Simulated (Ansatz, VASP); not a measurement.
## One calculation of Ni, two programs

File INCAR:

```
  PREC = Accurate
  ENCUT = 520
  EDIFF = 1E-6
  ISMEAR = 0
  SIGMA = 0.03
  LREAL = False
  LASPH = True
  NELM = 100
  ALGO = Normal
  ISIF = 2
  LWAVE = False
  LCHARG = False
  GGA = PE
  NBANDS = 11
```

KPOINTS

```
regular mesh
0
Gamma
  15 15 15
```

POSCAR

```
Ni
1.0
    0.0000000000      1.7572466680      1.7572466680
    1.7572466680      0.0000000000      1.7572466680
    1.7572466680      1.7572466680      0.0000000000
Ni
1
Direct
    0.0000000000      0.0000000000      0.0000000000
```

Input for Ansatz:

```yaml
crystal:
  lattice:
    - [0.0, 1.757246668, 1.757246668]
    - [1.757246668, 0.0, 1.757246668]
    - [1.757246668, 1.757246668, 0.0]
  atoms:
    - { symbol: Ni, position: [0.0, 0.0, 0.0] }
hamiltonian:
  xc: pbe
  pseudopotentials:
    kind: paw
    azcp:
      Ni: "pseudopotentials/Ni.paw.azcp"
basis:
  ecutwfc: 420
  fft_grid_basis: typed
kpoints:
  mp_grid: { grid: [15, 15, 15], shift: [0, 0, 0] }
magnetization:
  spin_polarized: false
scf:
  occupations: { method: gaussian, width: 0.03 }
  lower_state_search: "off"
output:
  stress: true
```

Alike in both runs: task single point; functional PBE; k mesh 15 × 15 × 15; occupations gaussian, width 0.03 eV; no spin polarisation.

|  | VASP | Ansatz |
| --- | --- | --- |
| version | VASP 6.6.1 | Ansatz 0.2.0 |
| potentials or method | VASP PAW PBE potentials, release 64 (Ni) | plane waves (420 eV) with PAW, scalar-relativistic |
| plane-wave cutoff (eV) | 520 | 420 |
| valence electrons in the cell | 10 | 18 |

```tsv
	VASP	Ansatz	Ansatz less VASP
pressure (GPa)	-0.8	-0.8	0.00
```

The two sets of potentials don't hold the same shells in valence.

Caveats: the run has no spin polarisation, though such a crystal can be magnetic. Spin polarisation is off, so any magnetic state and its effect on volume and gap are missing.
